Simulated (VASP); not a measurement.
# Re (P6_3/mmc) in VASP: notebook

Aim: see how the results for Re move with the level of theory and the settings. Levels: PBEsol, r2SCAN. Tasks: single point.

Everything below comes from runs of VASP 6.6.1. Logs are shortened: lines on timing, memory, paths and dates and some standing lists are left out, and cuts for length are marked.

### Step 1. The crystal as given

It takes space group P6_3/mmc (No. 194, hexagonal). Conventional cell: a = 2.751 Å, b = 2.751 Å, c = 4.443 Å, α = 90.00°, β = 90.00°, γ = 120.00°. Re (site symmetry -6m2) has 12 Re at 2.73 to 2.75 Å as nearest neighbours.

### Step 2. Single point, PBEsol

Input file INCAR:

```
PREC     = Accurate       # precision mode
ENCUT    = 900            # plane-wave cutoff, eV
EDIFF    = 1E-6           # SCF threshold, eV
ISMEAR   = 0              # smearing method
SIGMA    = 0.1            # smearing width, eV
LREAL    = False          # projectors in reciprocal space
LASPH    = True           # aspherical terms in the spheres
NELM     = 100            # most SCF steps
ALGO     = Normal         # electronic algorithm
ISIF     = 2              # what is computed and relaxed
LWAVE    = False          # write WAVECAR
LCHARG   = False          # write CHGCAR
GGA      = PS             # functional
```

Input file KPOINTS:

```
regular mesh
0
Gamma
  18 18 10
```

Input file POSCAR:

```
Re
1.0
    2.7508900000      0.0000000000      0.0000000000
   -1.3754500000      2.3823400000      0.0000000000
    0.0000000000      0.0000000000      4.4430100000
Re
2
Direct
    0.3333300000      0.6666700000      0.2500000000
    0.6666700000      0.3333300000      0.7500000000
```

Potentials or basis: VASP PAW PBE potentials, release 64 (Re).

Started as:

```bash
$ cat potpaw_PBE.64/Re/POTCAR > POTCAR
$ mpirun -np 1 vasp_std > vasp.out
```

OUTCAR:

```text
PREC = Accurate
   ENCUT = 900
   EDIFF = 1E-6
   ISMEAR = 0
   LREAL = False
   LASPH = True
   NELM = 100
   ISIF = 2
   GGA = PS

 ion  position               nearest neighbor table
   1  0.333  0.667  0.250-   2 2.73   2 2.73   2 2.73   2 2.73   2 2.73   2 2.73
   2  0.667  0.333  0.750-   1 2.73   1 2.73   1 2.73   1 2.73   1 2.73   1 2.73

  LATTYP: Found a hexagonal cell.
 ALAT       =     2.7508900000
 C/A-ratio  =     1.6151172893

  Lattice vectors:

 A1 = (   2.7508900000,   0.0000000000,   0.0000000000)
 A2 = (  -1.3754500000,   2.3823400000,   0.0000000000)
 A3 = (   0.0000000000,   0.0000000000,   4.4430100000)

Analysis of symmetry for initial positions (statically):
=====================================================================
 Subroutine PRICEL returns:
 Original cell was already a primitive cell.

 Routine SETGRP: Setting up the symmetry group for a
 hexagonal supercell.

 Subroutine GETGRP returns: Found  8 space group operations
 (whereof  4 operations were pure point group operations)
 out of a pool of 24 trial point group operations.

The static configuration has the point symmetry C_2h.
 The point group associated with its full space group is D_2h.

Analysis of symmetry for dynamics (positions and initial velocities):
=====================================================================
 Subroutine PRICEL returns:
 Original cell was already a primitive cell.

 Routine SETGRP: Setting up the symmetry group for a
 hexagonal supercell.

 Subroutine GETGRP returns: Found  8 space group operations
 (whereof  4 operations were pure point group operations)
 out of a pool of 24 trial point group operations.

The dynamic configuration has the point symmetry C_2h.
 The point group associated with its full space group is D_2h.

 Subroutine INISYM returns: Found  8 space group operations
 (whereof  4 operations are pure point group operations),
 and found     1 'primitive' translations

----------------------------------------------------------------------------------------

                                     Primitive cell

  volume of cell :      29.1175

  direct lattice vectors                    reciprocal lattice vectors
     2.750890000  0.000000000  0.000000000     0.363518716  0.209878446  0.000000000
    -1.375450000  2.382340000  0.000000000     0.000000000  0.419755367  0.000000000
     0.000000000  0.000000000  4.443010000     0.000000000  0.000000000  0.225072642

  length of vectors
     2.750890000  2.750891960  4.443010000     0.419755666  0.419755367  0.225072642

  position of ions in fractional coordinates (direct lattice)
     0.333330000  0.666670000  0.250000000
     0.666670000  0.333330000  0.750000000

  ion indices of the primitive-cell ions
   primitive index   ion index
                 1           1
                 2           2

----------------------------------------------------------------------------------------

 KPOINTS: regular mesh

Automatic generation of k-mesh.
 Grid dimensions read from file:
 generate k-points for:   18   18   10

 Generating k-lattice:

  Cartesian coordinates                     Fractional coordinates (reciprocal lattice)
     0.020195484  0.011659914  0.000000000     0.055555556  0.000000000  0.000000000
     0.000000000  0.023319743  0.000000000     0.000000000  0.055555556  0.000000000
     0.000000000  0.000000000  0.022507264     0.000000000  0.000000000  0.100000000

  Length of vectors
     0.023319759  0.023319743  0.022507264

  Shift w.r.t. Gamma in fractional coordinates (k-lattice)
     0.000000000  0.000000000  0.000000000

 Subroutine IBZKPT returns following result:
 ===========================================

 Found    546 irreducible k-points:

 Following reciprocal coordinates:
            Coordinates               Weight
  0.000000  0.000000  0.000000      1.000000
  0.055556  0.000000  0.000000      4.000000
 -0.055556  0.055556  0.000000      2.000000
  0.111111  0.000000  0.000000      4.000000
 -0.111111  0.111111  0.000000      2.000000
  0.166667 -0.000000  0.000000      4.000000
[... 16 lines left out ...]
 -0.055556  0.166667  0.000000      4.000000
 -0.166667  0.111111  0.000000      4.000000
 [... further k-points ...]
   k-points           NKPTS =    546   k-points in BZ     NKDIM =    546   number of bands    NBANDS=     11
   number of dos      NEDOS =    301   number of ions     NIONS =      2
   total plane-waves  NPLWV =  37632
   dimension x,y,z NGX =    28 NGY =   28 NGZ =   48
   dimension x,y,z NGXF=    56 NGYF=   56 NGZF=   96
   ions per type =               2
   NGX,Y,Z   is equivalent  to a cutoff of  16.92, 16.92, 17.96 a.u.
   NGXF,Y,Z  is equivalent  to a cutoff of  33.84, 33.84, 35.92 a.u.
 SYSTEM =  unknown system
   PREC   = accura    normal or accurate (medium, high low for compatibility)
   ISTART =      0    job   : 0-new  1-cont  2-samecut
   ICHARG =      2    charge: 1-file 2-atom 10-const
   ISPIN  =      1    spin polarized calculation?
   LNONCOLLINEAR =      F non collinear calculations
   LSORBIT =      F    spin-orbit coupling
   LASPH  =      T    aspherical Exc in radial PAW
   ENCUT  =  900.0 eV  66.15 Ry    8.13 a.u.   6.73  6.73 10.87*2*pi/ulx,y,z
   NELM   =    100;   NELMIN=  2; NELMDL= -5     # of ELM steps
   EDIFF  = 0.1E-05   stopping-criterion for ELM
   LREAL  =      F    real-space projection
   EDIFFG = 0.1E-04   stopping-criterion for IOM
   NSW    =      0    number of steps for IOM
   IBRION =     -1    ionic relax: 0-MD 1-quasi-New 2-CG
   NFREE  =      0    steps in history (QN), initial steepest desc. (CG)
   ISIF   =      2    stress and relaxation
   ISYM   =      2    0-nonsym 1-usesym 2-fastsym
   POTIM  = 0.5000    time-step for ionic-motion
   TEBEG  =    0.0;   TEEND  =   0.0 temperature during run
   PSTRESS=    0.0 pullay stress
   NELECT =      14.0000    total number of electrons
   NUPDOWN=      -1.0000    fix difference up-down
   EMIN   =  10.00;   EMAX   =-10.00  energy-range for DOS
   EFERMI =   0.00;   METHOD = LEGACY
   ISMEAR =     0;   SIGMA  =   0.10  broadening in eV -4-tet -1-fermi 0-gaus
   EFERMI_NEDOS =   21; number of points for ismear=-14 and -15
   IALGO  =     38    algorithm
   IMIX   =      4    mixing-type and parameters
     AMIX     =   0.40;   BMIX     =  1.00
     AMIX_MAG =   1.60;   BMIX_MAG =  1.00
  volume/ion in A,a.u.               =      14.56        98.25
  Fermi-wavevector in a.u.,A,eV,Ry     =   1.282526  2.423622 22.379846  1.644872
  Thomas-Fermi vector in A             =   2.414832
   LORBIT       =      0    0 simple, 1 ext, 2 COOP (PROOUT), +10 PAW based schemes
   GGA     = PS    functional components
   LHFCALC =     F    Hartree Fock is set to
   AEXX    =    0.0000 exact exchange contribution
   IVDW    =     0    specifies the selected vdW correction
   LEPSILON=     F    determine dielectric tensor
   LRPA    =     F    only Hartree local field effects (RPA)
 non-spin polarized calculation
 Gauss-broadening in eV      SIGMA  =   0.10
  energy-cutoff  :      900.00
  volume of cell :       29.12
 maximum number of plane-waves:      1822
   NGX = 13   NGY = 13   NGZ = 21

 number of electron      14.0000000 magnetization

 Free energy of the ion-electron system (eV)
  ---------------------------------------------------
  ext. energy  EPLUGINS =         0.00000000
  ---------------------------------------------------
  free energy    TOTEN  =       -26.74158443 eV

  energy without entropy =      -26.73343545  energy(sigma->0) =      -26.73750994

 E-fermi :   7.8318     XC(G=0): -13.8774

 val. band max:        7.8302361655   @ k =   0.3889  -0.0000   0.5000
 cond. band min:       7.8365271142   @ k =   0.2778   0.0000   0.5000
 fundamental gap:      0.0062909487
 Fermi energy:         7.8318061967

 k-point     1 :       0.0000    0.0000    0.0000
  band No.  band energies     occupation
      1      -2.1226      2.00000
      2       1.1284      2.00000
      3       6.2353      2.00000
      4       6.2353      2.00000
      5       6.2361      2.00000
      6       7.0889      2.00000
      7       7.0891      2.00000
      8       8.0368      0.00375
      9       8.0370      0.00372
     10       8.4826      0.00000
     11      11.2687      0.00000

 k-point     2 :       0.0556    0.0000    0.0000
  band No.  band energies     occupation
      1      -1.9940      2.00000
      2       1.2502      2.00000
      3       5.8629      2.00000
      4       6.3533      2.00000
      5       6.5648      2.00000
      6       6.9953      2.00000
      7       7.2006      2.00000
      8       7.7762      1.56867
      9       7.9354      0.14308
     10       8.1527      0.00001
     11      11.3462      0.00000

 k-point     3 :      -0.0556    0.0556    0.0000
  band No.  band energies     occupation
      1      -1.9940      2.00000
      2       1.2501      2.00000
      3       5.8629      2.00000
      4       6.3533      2.00000
      5       6.5648      2.00000
      6       6.9952      2.00000
      7       7.2007      2.00000
      8       7.7762      1.56825
      9       7.9352      0.14362
     10       8.1528      0.00001
     11      11.3902      0.00000

 k-point     4 :       0.1111    0.0000    0.0000
  band No.  band energies     occupation
      1      -1.6191      2.00000
      2       1.5921      2.00000
      3       5.4281      2.00000
      4       6.6875      2.00000
      5       6.7034      2.00000
      6       6.8470      2.00000
      7       6.9804      2.00000
      8       7.5309      1.99998
      9       7.6688      1.97883
     10       7.9017      0.32319
     11      11.5120      0.00000

 k-point     5 :      -0.1111    0.1111    0.0000
  band No.  band energies     occupation
      1      -1.6191      2.00000
      2       1.5921      2.00000
      3       5.4281      2.00000
      4       6.6875      2.00000
      5       6.7034      2.00000
      6       6.8470      2.00000
      7       6.9803      2.00000
      8       7.5310      1.99998
      9       7.6687      1.97892
     10       7.9018      0.32217
     11      11.5121      0.00000
[... 211 lines left out ...]
 k-point    21 :      -0.0556    0.1111    0.0000
  band No.  band energies     occupation
      1      -1.7420      2.00000
      2       1.4833      2.00000
      3       5.5425      2.00000
      4       6.5938      2.00000
      5       6.8067      2.00000
      6       6.8207      2.00000
      7       7.1641      2.00000
      8       7.4355      2.00000
      9       7.6087      1.99840
     10       8.0714      0.00070
     11      11.4457      0.00000

 k-point    22 :       0.1111    0.0556    0.0000
  band No.  band energies     occupation
      1      -1.2595      2.00000
      2       1.9041      2.00000
      3       5.1147      2.00000
      4       6.2235      2.00000
      5       6.5210      2.00000
      6       7.0706      2.00000
      7       7.1631      2.00000
      8       7.2289      2.00000
      9       7.9066      0.29012
     10       7.9215      0.20470
     11      11.6101      0.00000

 k-point    23 :      -0.0556    0.1667    0.0000
  band No.  band energies     occupation
      1      -1.2595      2.00000
      2       1.9041      2.00000
      3       5.1147      2.00000
      4       6.2234      2.00000
      5       6.5210      2.00000
      6       7.0707      2.00000
      7       7.1632      2.00000
      8       7.2291      2.00000
      9       7.9066      0.29007
     10       7.9214      0.20522
     11      11.6102      0.00000

 k-point    24 :      -0.1667    0.1111    0.0000
  band No.  band energies     occupation
      1      -1.2595      2.00000
      2       1.9041      2.00000
      3       5.1148      2.00000
      4       6.2234      2.00000
      5       6.5210      2.00000
      6       7.0706      2.00000
      7       7.1631      2.00000
      8       7.2290      2.00000
      9       7.9066      0.28991
     10       7.9215      0.20487
     11      11.6103      0.00000

 [... further k-points ...]

------------------------ aborting loop because EDIFF is reached ----------------------------------------

  FORCE on cell =-STRESS in cart. coord.  units (eV):
  Direction    XX          YY          ZZ          XY          YZ          ZX
  --------------------------------------------------------------------------------------
  -------------------------------------------------------------------------------------
  Total        0.0091769      0.0100400      0.0051082      0.0007474      0.0000000      0.0000000
  in kB        0.5049525      0.5524436      0.2810751      0.0411274      0.0000000      0.0000000
  external PRESSURE =       0.4461571 kB  Pullay stress =       0.0000000 kB

 VOLUME and BASIS-vectors are now :
 -----------------------------------------------------------------------------
  energy-cutoff  :      900.00
  volume of cell :       29.12
      direct lattice vectors                 reciprocal lattice vectors
     2.750890000  0.000000000  0.000000000     0.363518716  0.209878446  0.000000000
    -1.375450000  2.382340000  0.000000000     0.000000000  0.419755367  0.000000000
     0.000000000  0.000000000  4.443010000     0.000000000  0.000000000  0.225072642

 POSITION                                       TOTAL-FORCE (eV/Angst)
 -----------------------------------------------------------------------------------
     -0.00002      1.58823      1.11075         0.000139     -0.000080      0.000000
      1.37546      0.79411      3.33226        -0.000139      0.000080     -0.000000
 -----------------------------------------------------------------------------------
    total drift:                                0.000000      0.000000      0.000000

  FREE ENERGIE OF THE ION-ELECTRON SYSTEM (eV)
  ---------------------------------------------------
  free  energy   TOTEN  =       -26.7415844278 eV

  energy  without entropy=      -26.7334354510  energy(sigma->0) =      -26.73750994
```

It took 6.6 min on 1 thread of Intel Xeon Platinum 8488C (Sapphire Rapids), shared host; peak memory 0.51 GiB.

What came out:

- Free energy: -26.7416 eV
- Pressure: 0.0 GPa
- Band gap on the k mesh: none (metal or under the smearing width)

Caveat: the PAW data sets were made with another functional, which shifts forces and pressure a little. Spin-orbit coupling is left out, which matters for the levels of Re.

### Step 3. Single point, r2SCAN

Changes to INCAR since step 2:

```diff
@@ -1,3 +1,3 @@
 PREC     = Accurate       # precision mode
-ENCUT    = 900            # plane-wave cutoff, eV
+ENCUT    = 520            # plane-wave cutoff, eV
 EDIFF    = 1E-6           # SCF threshold, eV
@@ -12,2 +12,3 @@
 LCHARG   = False          # write CHGCAR
-GGA      = PS             # functional
+METAGGA  = R2SCAN         # meta-GGA
+LMIXTAU  = True
```

KPOINTS is that of step 2.

POSCAR is that of step 2.

Potentials or basis: VASP PAW PBE potentials, release 64 (Re).

Started as:

```bash
$ cat potpaw_PBE.64/Re/POTCAR > POTCAR
$ mpirun -np 1 vasp_std > vasp.out
```

Wall time 9.9 min (1 thread of Intel Xeon Platinum 8488C (Sapphire Rapids), shared host); peak memory 0.29 GiB.

Results (log left out):

```yaml
Free_energy: -104.9004 eV
Pressure: 3.9 GPa
Band_gap_on_the_k_mesh: none (metal or under the smearing width)
```

Stress tensor (GPa, compression positive):
```
3.60 0.00 0.00
0.00 3.60 0.00
0.00 0.00 4.42
```

Levels at points of the mesh, in eV from the Fermi level:
```csv
k point,band 5,band 6,band 7,band 8,band 9,band 10
"(0.00, 0.00, 0.00)",-1.63,-0.75,-0.75,0.24,0.24,0.59
"(0.50, 0.00, 0.00)",-1.86,-1.45,-0.62,4.20,4.63,4.76
"(0.50, 0.50, 0.00)",-1.86,-1.45,-0.62,4.20,4.63,4.76
"(0.00, 0.00, 0.50)",-1.77,-1.77,-1.77,-1.77,2.72,2.72
"(0.50, 0.00, 0.50)",0.45,0.45,0.95,0.95,4.53,4.58
"(0.50, 0.50, 0.50)",0.45,0.45,0.95,0.95,4.53,4.53
```

Caveat: the PAW data sets were made with another functional, which shifts forces and pressure a little. Spin-orbit coupling is left out, which matters for the levels of Re.
